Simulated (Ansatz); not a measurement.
# A series in volume per atom on BaTiO₃

All results are calculated (Ansatz 0.2.0). Periodic Kohn-Sham DFT of a crystal at fixed atoms; pressure and stress are positive in compression; the energy is the free energy less that of spherical unpolarised free atoms; site moments are those in the method's own spheres, positive along +z.

Cell of the first row (space group R3m, No. 160):
```
CELL_PARAMETERS angstrom
2.76990 1.59920 2.27040
-2.76990 1.59920 2.27040
0.00000 -3.19850 2.27040
ATOMIC_POSITIONS crystal
Ba 0.00000 0.00000 0.00000
Ti 0.51400 0.51400 0.51400
O 0.49160 0.49160 0.98150
O 0.49160 0.98150 0.49160
O 0.98150 0.49160 0.49160
```

Settings of every row: method all-electron PAW; functional LDA; relativity scalar; k mesh 9x9x9; filling fermi-dirac; smearing width 0.05 eV; nucleus gaussian.

Atom start moment: 0 on all atoms.

Limits: no spin-orbit coupling on heavy atoms.

```csv
row,volume per atom (Å³),pressure (GPa)
1,12.069,5.556
2,12.326,1.276
3,12.582,-2.548
4,12.711,-4.304
5,12.839,-5.963
6,12.968,-7.532
7,13.096,-9.014
8,13.353,-11.737
9,13.61,?
```

Question: what pressure should row 9 give?

Worked fit of pressure. Take u = (V_r/V)^(2/3) − 1 with V_r = 12.775 Å³ an atom, which is twice the finite (Eulerian) strain; such expansions in the strain, on which the Birch-Murnaghan equation of state is built, carry the rest volume and the bulk modulus. The shown rows have u = 0.03863, 0.02414, 0.0102, 0.00335, -0.00333, -0.00995, -0.01641, -0.02907. Least squares give pressure = −5.1457 + 248.169 × u + 744.46 × u² GPa; a straight line predicts inner rows, each left out in turn, worse (root mean square 0.26 against 0.0082 GPa). The rows lie off it by 0.004, -0.003, -0.011, 0.002, 0.001, 0.009, 0.004, -0.006 (root mean square 0.006 GPa). The pressure vanishes at u = 0.0196, or V = 12.41 Å³ an atom, and there the bulk modulus at fixed shape and fractions is B = −V dP/dV = (2/3)(1 + u) dP/du = 189 GPa. Letting shape and atoms relax would as a rule lower it, by much in layered, chain or molecular crystals. The withheld row has u = -0.04133, so the fit gives −5.1457 + 248.169 × (-0.04133) + 744.46 × (-0.04133)² = -14.131 GPa.

The calculation gave -14.167 GPa. The fit lies 0.036 GPa (0.18 % of the column's range) above it; its largest miss of a shown row is 0.011 GPa. This row lies beyond the range of the fit.
